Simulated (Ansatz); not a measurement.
# HfO2, the end x = 0 of the tetragonal HfO2-TiO2 line (96 atoms), relaxed: mesh and functional compared

Which bonds does the relaxation leave, and how do the Kohn-Sham gap, forces and pressure change with k-mesh and functional?

Calculated with Ansatz 0.2.0: Kohn-Sham DFT, PBE, PAW (set soft_2), plane waves; cutoff 420 eV, k-mesh 2×2×2, fermi-dirac smearing of 0.025 eV.

**The cell**

The cell holds 96 atoms: 32 Hf and 64 O. Cell: a = 10.154 Å, b = 10.154 Å, c = 10.460 Å, α = 90.0°, β = 90.0°, γ = 90.0°. It derives from HfO2 (tetragonal HfO2-TiO2), repeated 2×2×2. Tetragonal HfO2-TiO2: 96 atoms, 0 of 32 Hf sites given to Ti at random, cell and internal coordinates interpolated linearly between the end members (Vegard's rule); not relaxed, displaced by a Gaussian of 0.02 Å. Lattice constants are starting values near those of PBE.

Cell and atoms were relaxed with PBE. The walk converged after 5 steps by the program's count, with a largest force component of 0.00141 eV/Å; it began at an r.m.s. force component of 0.37 eV/Å. The edges went from 10.154, 10.154, 10.460 to 10.195, 10.195, 10.529 Å, and the volume from 11.234 to 11.399 Å³ an atom (+1.5 %).

The input of the reference single point:

```yaml
crystal:
  lattice:
    - [10.19486, 6.0e-05, 0.00452]
    - [6.0e-05, 10.19488, 0.0013]
    - [0.00466, 0.00134, 10.5289]
  atoms:
    - { symbol: Hf, position: [0.25033, 0.37466, 0.1252] }
    - { symbol: Hf, position: [0.24933, 0.12535, 0.37524] }
    - { symbol: O, position: [0.1253, 0.99961, 0.02862] }
    - { symbol: O, position: [0.12496, 0.99985, 0.27863] }
    [... 90 atom lines left out ...]
    - { symbol: O, position: [0.62508, 0.74956, 0.97186] }
    - { symbol: O, position: [0.62534, 0.75075, 0.72184] }
kpoints:
  mp_grid: { grid: [2, 2, 2] }
hamiltonian:
  xc: pbe
scf:
  occupations: { method: fermi_dirac, width: 0.025 }
output:
  forces: true
  stress: true
  populations: true
  dos:
    method: { smearing: { sigma: 0.08 } }
    de: 0.05
    projected: { site_lists: { Hf: [Hf], O: [O] } }
  eigenvalues: true
  write_density: true
  write_potential: true
  volumetric_format: npy
```

**Bonds after relaxation**

Bonds by pair of elements; cutoffs follow the first minimum of g(r), held within bounds set by covalent radii, and pairs that aren't listed don't count as bonded:

| pair A-B | cutoff (Å) | bonds | mean length (Å) | spread (Å) | shortest (Å) | B about A | A about B |
| --- | --- | --- | --- | --- | --- | --- | --- |
| O-Hf | 2.82 | 256 | 2.25 | 0.175 | 2.07 | 4 | 8 |

How many atoms have how many bonded neighbours:

| element | mean | 4 | 8 |
| --- | --- | --- | --- |
| Hf | 8 | 0 | 32 |
| O | 4 | 64 | 0 |

**Levels of theory**

Single points at the relaxed geometry:

| functional | k-mesh | Kohn-Sham gap (eV) | pressure (GPa) | r.m.s. force component (eV/Å) | SCF cycles | time |
| --- | --- | --- | --- | --- | --- | --- |
| PBE | 2×2×2 | 4.671 | 0.00 | 0.001 | 8 | 6.3 s |
| PBE | 3×3×2 | 4.671 | 0.00 | 0.001 | 8 | 8.3 s |
| PBE | 1×1×1 | 4.661 | 0.13 | 0.024 | 8 | 2.5 s |
| HSE06 | 1×1×1 | 6.306 | -5.79 | 0.041 | 23 | 37 s |
| r2SCAN | 2×2×2 | 5.205 | -5.82 | 0.038 | 9 | 10 s |
| PBEsol | 2×2×2 | 4.551 | -7.49 | 0.023 | 10 | 7.1 s |

The gap is that between the highest filled and lowest empty Kohn-Sham level on the run's k-points. Cutoffs: 420 eV for PBE, HSE06 and PBEsol; 500 eV for r2SCAN.

**Findings**

The Kohn-Sham gap is 4.67 eV with PBE on the 2×2×2 mesh and 4.67 eV on 3×3×2. On the 1×1×1 mesh HSE06 changes the gap by +1.64 eV against PBE. Carrying that shift over to the 3×3×2 mesh gives 4.67 + 1.64 = 6.32 eV, an estimate that takes the shift to be alike at all k-points. On the reference's mesh the gap changes with r2SCAN by +0.53 eV and PBEsol by -0.12 eV. Against the reference the pressure changes with r2SCAN by -5.8 GPa and PBEsol by -7.5 GPa; a negative change means a smaller volume than PBE would take. The denser mesh moves the energy by -0.0 meV/atom and the pressure by -0.00 GPa.

Limits: All single points share the geometry relaxed with PBE. Spin–orbit coupling is left out, which matters for the levels of the heavy elements. In some runs the program notes that the exchange threshold is loose for the stress and the SCF threshold is loose for the stress.

[Logs are printed without paths, hosts, clocks, repeated set-up lines and the standing remarks that a program may print on its own settings, such as how far it seeks lower states.]

[Hosts, paths, dates, database ids (printed as entryN), source tags and the programs' standing remarks are cut or masked in the printed files.]
